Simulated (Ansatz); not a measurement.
**Ga$_{2}$O$_{3}$: O vacancy**

All numbers below come from Ansatz 0.2.0, DFT PBEsol, scalar-relativistic, plane waves, PAW. (420 eV cutoff, 2×2×2 k-mesh, shifted by half a step, Gaussian smearing of 0.01 eV, no spin polarisation)

Host crystal, relaxed:

```yaml
crystal:
  lattice:
    - [6.13871, -1.52366, 0.00363]
    - [6.13871, 1.52366, 0.00363]
    - [-1.38044, 0.00000, 5.64418]
  atoms:
    - { symbol: Ga, position: [0.34127, 0.34127, 0.68542] }
    - { symbol: Ga, position: [0.65873, 0.65873, 0.31458] }
    - { symbol: Ga, position: [0.90948, 0.90948, 0.20460] }
    - { symbol: Ga, position: [0.09052, 0.09052, 0.79540] }
    - { symbol: O, position: [0.50377, 0.50377, 0.74407] }
    - { symbol: O, position: [0.49623, 0.49623, 0.25593] }
    - { symbol: O, position: [0.82678, 0.82678, 0.43723] }
    - { symbol: O, position: [0.17322, 0.17322, 0.56277] }
    - { symbol: O, position: [0.16528, 0.16528, 0.10959] }
    - { symbol: O, position: [0.83472, 0.83472, 0.89041] }
```

Supercell of 40 atoms, rows in host cell vectors: 1 0 1; -1 2 0; -2 2 1. Atoms relax at the host's cell, keeping the symmetry that the supercell leaves at the site. The cell is small, so energies carry finite-size errors of tenths of an eV. The host's Kohn–Sham gap is 2.22 eV.

Defect: O vacancy, charge 0.

Command:

```bash
ansatz run input.yaml --threads 4 --pin off --max-ram 10240MiB --backend cpu --events-out ev --progress --plain --runs-dir out
```

The input:

```yaml
crystal:
  lattice:
    - [4.758267971, -1.5236550134, 5.6478147266]
    - [6.1387111794, 4.5709650402, 0.0036337021]
    - [-1.3804432083, 6.0946200537, 5.6441810245]
  atoms:
    - { symbol: Ga, position: [0.8486624141, 0.8338738636, 0.8367602059] }
    - { symbol: Ga, position: [0.0986624141, 0.5838738636, 0.5867602059] }
    - { symbol: Ga, position: [0.5986624141, 0.0838738636, 0.0867602059] }
    - { symbol: Ga, position: [0.3486624141, 0.3338738636, 0.3367602059] }
    - { symbol: Ga, position: [0.9013375859, 0.4161261364, 0.4132397941] }
    - { symbol: Ga, position: [0.1513375859, 0.1661261364, 0.1632397941] }
    - { symbol: Ga, position: [0.6513375859, 0.6661261364, 0.6632397941] }
    - { symbol: Ga, position: [0.4013375859, 0.9161261364, 0.9132397941] }
    - { symbol: Ga, position: [0.0344114741, 0.7845488509, 0.1701912304] }
    - { symbol: Ga, position: [0.2844114741, 0.5345488509, 0.9201912304] }
    - { symbol: Ga, position: [0.7844114741, 0.0345488509, 0.4201912304] }
    - { symbol: Ga, position: [0.5344114741, 0.2845488509, 0.6701912304] }
    - { symbol: Ga, position: [0.7155885259, 0.4654511491, 0.0798087696] }
    - { symbol: Ga, position: [0.9655885259, 0.2154511491, 0.8298087696] }
    - { symbol: Ga, position: [0.4655885259, 0.7154511491, 0.3298087696] }
    - { symbol: Ga, position: [0.2155885259, 0.9654511491, 0.5798087696] }
    - { symbol: O, position: [0.249859526, 0.7576735402, 0.4942097263] }
    - { symbol: O, position: [0.749859526, 0.2576735402, 0.9942097263] }
    - { symbol: O, position: [0.499859526, 0.5076735402, 0.2442097263] }
    - { symbol: O, position: [0.750140474, 0.2423264598, 0.5057902737] }
    - { symbol: O, position: [0.000140474, 0.9923264598, 0.2557902737] }
    - { symbol: O, position: [0.500140474, 0.4923264598, 0.7557902737] }
    - { symbol: O, position: [0.250140474, 0.7423264598, 0.0057902737] }
    - { symbol: O, position: [0.0887022384, 0.5648587505, 0.3485314967] }
    - { symbol: O, position: [0.3387022384, 0.3148587505, 0.0985314967] }
    - { symbol: O, position: [0.8387022384, 0.8148587505, 0.5985314967] }
    - { symbol: O, position: [0.5887022384, 0.0648587505, 0.8485314967] }
    - { symbol: O, position: [0.6612977616, 0.6851412495, 0.9014685033] }
    - { symbol: O, position: [0.9112977616, 0.4351412495, 0.6514685033] }
    - { symbol: O, position: [0.4112977616, 0.9351412495, 0.1514685033] }
    - { symbol: O, position: [0.1612977616, 0.1851412495, 0.4014685033] }
    - { symbol: O, position: [0.4287531889, 0.9018001782, 0.6808381636] }
    - { symbol: O, position: [0.6787531889, 0.6518001782, 0.4308381636] }
    - { symbol: O, position: [0.1787531889, 0.1518001782, 0.9308381636] }
    - { symbol: O, position: [0.9287531889, 0.4018001782, 0.1808381636] }
    - { symbol: O, position: [0.3212468111, 0.3481998218, 0.5691618364] }
    - { symbol: O, position: [0.5712468111, 0.0981998218, 0.3191618364] }
    - { symbol: O, position: [0.0712468111, 0.5981998218, 0.8191618364] }
    - { symbol: O, position: [0.8212468111, 0.8481998218, 0.0691618364] }
  host:
    lattice:
      - [6.1387111794, -1.5236550134, 0.0036337021]
      - [6.1387111794, 1.5236550134, 0.0036337021]
      - [-1.3804432083, 0.0, 5.6441810245]
    atoms:
      - { symbol: Ga, position: [0.3412681388, 0.3412681388, 0.68542262] }
      - { symbol: Ga, position: [0.6587318612, 0.6587318612, 0.31457738] }
      - { symbol: Ga, position: [0.9094801625, 0.9094801625, 0.2046027045] }
      - { symbol: Ga, position: [0.0905198375, 0.0905198375, 0.7953972955] }
      - { symbol: O, position: [0.5037665331, 0.5037665331, 0.7440692523] }
      - { symbol: O, position: [0.4962334669, 0.4962334669, 0.2559307477] }
      - { symbol: O, position: [0.8267804944, 0.8267804944, 0.4372337351] }
      - { symbol: O, position: [0.1732195056, 0.1732195056, 0.5627662649] }
      - { symbol: O, position: [0.1652766835, 0.1652766835, 0.1095913525] }
      - { symbol: O, position: [0.8347233165, 0.8347233165, 0.8904086475] }
basis:
  ecutwfc: 420
  xc_grid: 2
kpoints:
  mp_grid: { grid: [2, 2, 2], shift: [0.5, 0.5, 0.5] }
hamiltonian:
  xc: pbesol
scf:
  occupations: { method: gaussian, width: 0.01 }
output:
  forces: true
  stress: false
  eigenvalues: true
  charged_corrections: { defect_position: [0.99985953, 0.00767354, 0.74420973] }
  write_density: true
  write_potential: true
  elf: true
  volumetric_format: npy
relax:
  adjacent_minimum: "off"
  f_tol: 0.025
  max_steps: 45
```

From the output:

```
Warning: RAYON_NUM_THREADS=4 ignored (pool sized by the plan → 4); use --threads N
Crystal: 39 atoms, lattice volume = 422.394 Å³
Basis set: ecut = 420 eV, 8239 PW (Γ), exchange–correlation on 108×108×120 points (8 copies of the dense FFT grid, shifted against one another)
Bands: 212, of which v1, the nominal top of the filled ones, is band 173 counted from 1 (172 counted from 0)
Symmetry: 1 space group operations
Space group: P1 (ITA 1), of the structure as read, at distance tolerance 7.5e-5 Å
k-points: 4 of 8 (time reversal used)
relax step   1: F+E_penalty+E_count = -72804.35322010 eV  Δ(F+E_penalty+E_count) = +0.000e0 eV  max|allowed force component| = 2.017e0 eV/Å  Δτ_max = 0.0000 Å
relax step   2: F+E_penalty+E_count = -72804.86388763 eV  Δ(F+E_penalty+E_count) = -5.107e-1 eV  max|allowed force component| = 6.410e-1 eV/Å  Δτ_max = 0.1969 Å
relax step   3: F+E_penalty+E_count = -72804.97548421 eV  Δ(F+E_penalty+E_count) = -1.116e-1 eV  max|allowed force component| = 5.831e-1 eV/Å  Δτ_max = 0.0689 Å
relax step   4: F+E_penalty+E_count = -72805.02424823 eV  Δ(F+E_penalty+E_count) = -4.876e-2 eV  max|allowed force component| = 2.095e-1 eV/Å  Δτ_max = 0.0776 Å
relax step   5: F+E_penalty+E_count = -72805.02038847 eV  Δ(F+E_penalty+E_count) = +3.860e-3 eV  max|allowed force component| = 2.111e-1 eV/Å  Δτ_max = 0.0538 Å
relax step   6: F+E_penalty+E_count = -72805.03408663 eV  Δ(F+E_penalty+E_count) = -9.838e-3 eV  max|allowed force component| = 7.053e-2 eV/Å  Δτ_max = 0.0269 Å
relax step   7: F+E_penalty+E_count = -72805.03538566 eV  Δ(F+E_penalty+E_count) = -1.299e-3 eV  max|allowed force component| = 9.756e-3 eV/Å  Δτ_max = 0.0139 Å
SCF converged after 6 iterations
Free energy (F): -72805.035386 eV
E sigma→0 (E₀):  -72805.035386 eV
Fermi energy:    9.770281 eV
```

The relaxation gained 0.68 eV in 7 steps. Time: 3.5 min on 4 threads of Intel(R) Xeon(R) Processor @ 2.50GHz (Skylake/Cascade Lake), with other jobs on the host, peak memory 1.9 GiB.